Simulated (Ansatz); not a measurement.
Crystal: GaN.

```
Ga N
1.0
     3.18000    0.00000    0.00000
    -1.59000    2.75396    0.00000
     0.00000    0.00000    5.16600
Ga N
2 2
Direct
  0.66667 0.33333 0.50000
  0.33333 0.66667 0.00000
  0.66667 0.33333 0.87500
  0.33333 0.66667 0.37500
```

Program: Ansatz 0.2.0. Alike in all runs: potentials or basis Ansatz PAW; cell as given; cutoff (eV) 420.

Problem. Order these runs on this cell by their pressure, lowest first.
A. level PBEsol; spin SOC, no magnetisation; k mesh 7 × 7 × 4; smearing fermi-dirac 0.05 eV; points for each segment of the path 14
B. level PBE; spin SOC, no magnetisation; k mesh 7 × 7 × 4; smearing fermi-dirac 0.05 eV; points for each segment of the path 14
C. level LDA; spin off; k mesh 10 × 10 × 5; smearing gaussian 0.1 eV
D. level LDA+D4; spin off; k mesh 10 × 10 × 5; smearing gaussian 0.05 eV
E. level RPBE; spin off; k mesh 10 × 10 × 5; smearing fermi-dirac 0.05 eV; points for each segment of the path 14

Solution. D (-10.3 GPa), C (-4.5 GPa), A (1.0 GPa), B (7.3 GPa), E (11.5 GPa).

Caveats: the PAW data sets come from PBE, with cores solved anew for the run's functional, which leaves a small shift of forces and pressure (some runs); the dispersion damping was fitted for another functional or another form of the correction (some runs).
